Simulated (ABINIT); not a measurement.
CdS (Hawleyite):

```
Cd S
1.0
     0.00000    2.91650    2.91650
     2.91650    0.00000    2.91650
     2.91650    2.91650    0.00000
Cd S
1 1
Direct
  0.00000 0.00000 0.00000
  0.75000 0.75000 0.75000
```

Base run:

* Program: ABINIT 10.8.3 (patched build)
* Functional: rPW86PBE
* Potentials or basis: JTH PAW PBE v2.0
* Cutoff: 599 eV
* k mesh: 8 × 8 × 8
* Occupations: fermi-dirac, width 0.05 eV
* Spin: no spin polarisation

Its results: band gap on the k mesh 1.00 eV, direct; pressure 5.4 GPa.

Question: The run is repeated on the same cell with these changes: functional from rPW86PBE to AM05. What comes out?

Answer: Band gap on the k mesh 1.10 eV, direct; pressure 0.3 GPa.

Caveats: the PAW data sets were made with another functional, which shifts forces and pressure a little.
